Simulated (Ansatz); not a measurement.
## Sb: do energies and stresses tell the same story?

Computed with DFT PBE, scalar-relativistic, plane waves, PAW (Ansatz).

Plane waves to 420 eV, a k mesh through Γ of 14×14×14 on the computed 1-atom cell and Gaussian smearing (0.10 eV); no spin polarisation.

Relaxed cell: Pm-3m, a = 3.110 Å, b = 3.110 Å, c = 3.110 Å, α = 90.00°, β = 90.00°, γ = 90.00°, 1 atom in the primitive cell. This simple cubic form isn't the element's structure at ambient conditions.

Energies at zero smearing and pressures from the stress tensor, at volumes with shape and atoms relaxed:
```tsv
V (Å³/atom)	E − E(first) (meV/atom)	P (GPa)
26.482	0.00	9.08
27.385	-42.69	6.23
28.288	-70.76	3.81
29.191	-86.19	1.75
30.094	-90.99	0.00
30.996	-86.77	-1.49
31.899	-74.78	-2.78
33.103	-48.57	-4.20
```

Q: Check P = −dE/dV between neighbouring volumes, and get the bulk modulus from the pressures alone.

A: With 1 eV/Å³ = 160.2 GPa:
```tsv
middle V (Å³/atom)	−ΔE/ΔV (GPa)	mean P (GPa)
26.934	7.576	7.653
27.837	4.981	5.018
28.739	2.738	2.779
29.642	0.852	0.877
30.545	-0.749	-0.746
31.448	-2.127	-2.136
32.501	-3.489	-3.489
```

The two differ by 0.08 GPa at most. The mean of two end pressures misses the average over a step by about ΔV² P″/12, up to 0.04 GPa here; with that taken off 0.04 GPa remains. The stress is the derivative of the free energy, not of the energy at zero smearing, and with free energies 0.00 GPa remains. Around V = 30.094 Å³/atom, the two neighbours give B = −V ΔP/ΔV = 30.094 × 3.25 / 1.806 = 54.1 GPa, against B0 = 53.6 GPa from the Birch–Murnaghan fit of the energies.